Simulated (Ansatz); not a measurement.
Crystal: Bi.

```
Bi
1.0
    -1.98143    1.98143    1.98143
     1.98143   -1.98143    1.98143
     1.98143    1.98143   -1.98143
Bi
1
Direct
  0.00000 0.00000 0.00000
```

This isn't the form of Bi at room conditions, which is rhombohedral.

Base run:

* Program: Ansatz 0.2.0
* Functional: LDA
* Potentials or basis: all-electron LAPW, relativistic spinors
* Cutoff: 160 eV
* Density cutoff: 639 eV
* Basis error allowed: 0.001 eV/atom
* k mesh: 7 × 7 × 7
* Occupations: fermi-dirac, width 0.05 eV
* Spin: spin-orbit coupling, no magnetisation

Its results: pressure -1.6 GPa.

Question: The run is repeated on the same cell with these changes: functional from LDA to PBEsol. What comes out?

Answer: Pressure -0.3 GPa.

PBEsol binds less tightly than LDA, so the same cell stands under more pressure.

Caveats: the k mesh is thin for a metal, which can move the energy by tens of meV per atom.

Not every run made on this cell is shown here.
